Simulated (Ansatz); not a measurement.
Take a crystal in which Ag has been replaced by Cu on all its sites, with the cell rescaled by a rough guess (in some cases also distorted within its space group) and nothing relaxed:

```
Zn Cu
1.0
     2.75791    0.00000    0.00000
    -1.37895    2.38842    0.00000
     0.00000    0.00000    7.78490
Zn Cu
3 1
Direct
  0.66667 0.33333 0.50000
  0.33333 0.66667 0.27332
  0.33333 0.66667 0.72668
  0.66667 0.33333 0.00000
```

Theory: DFT PBEsol, scalar-relativistic, plane waves, PAW (Ansatz).

Plane waves to 420 eV, a k mesh through Γ of 18×18×6 on the computed 4-atom cell and Gaussian smearing (0.10 eV); no spin polarisation.

Q: What pressure does the cell carry?

A: The pressure is 8.4 GPa (positive in compression), so the cell would expand.

Q: Is it a metal on this mesh?

A: Yes, a band crosses the Fermi level.

Q: What is its energy against the elements in their standard states?

A: +0.140 eV/atom at this unrelaxed geometry, with the elements in the same functional.